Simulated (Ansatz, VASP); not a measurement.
# Ga in VASP and in Ansatz

File INCAR:

```
PREC     = Accurate       # precision mode
ENCUT    = 520            # plane-wave cutoff, eV
EDIFF    = 1E-6           # SCF threshold, eV
ISMEAR   = -1             # smearing method
SIGMA    = 0.1            # smearing width, eV
LREAL    = F              # projectors in reciprocal space
LASPH    = T              # aspherical terms in the spheres
NELM     = 100            # most SCF steps
ALGO     = Normal         # electronic algorithm
ISIF     = 2              # what is computed and relaxed
LWAVE    = F              # write WAVECAR
LCHARG   = F              # write CHGCAR
GGA      = PS             # functional
NBANDS   = 12             # bands
```

KPOINTS

```
Automatic mesh
0
Gamma
  15 15 15
```

File POSCAR:

```
Ga
1.0
    2.4490965702      0.0000000000      0.0000000000
    0.0000000000      2.4490965702      0.0000000000
    0.0000000000      0.0000000000      2.4490965702
Ga
1
Direct
    0.0000000000      0.0000000000      0.0000000000
```

Input for Ansatz:

```yaml
crystal:
  lattice:
    - [2.4490965702, 0.0, 0.0]
    - [0.0, 2.4490965702, 0.0]
    - [0.0, 0.0, 2.4490965702]
  atoms:
    - { symbol: Ga, position: [0.0, 0.0, 0.0] }
kpoints:
  mp_grid: { grid: [15, 15, 15] }
scf:
  occupations: { method: fermi_dirac, width: 0.1 }
hamiltonian:
  xc: pbesol
  pseudopotentials: { kind: paw }
output:
  forces: true
  stress: true
  eigenvalues: true
  populations: true
```

Change from the starting cell: volume scaled by 0.78, PAW files.

Alike in both runs: task single point; functional PBEsol; k mesh 15 × 15 × 15; occupations fermi-dirac, width 0.1 eV; no spin polarisation.

```csv
,VASP,Ansatz
version,VASP 6.6.1,Ansatz 0.2.0
potentials or method,"VASP PAW PBE potentials, release 64 (Ga_d)","PAW with Ansatz's default frozen-core files, scalar-relativistic"
plane-wave cutoff (eV),520,420
valence electrons in the cell,13,13
```

VASP gave:

- pressure (GPa): 26.1

Problem. Which values does Ansatz return?

Solution. Pressure (GPa): 25.9.

The functional is the same, so the differences come from potentials, cutoffs and numerics.

Caveats: so large a pressure means that the cell lies far from this level's equilibrium, or that cutoff or potentials fall short (VASP); the potentials were made for another functional, which shifts forces and pressure (VASP).
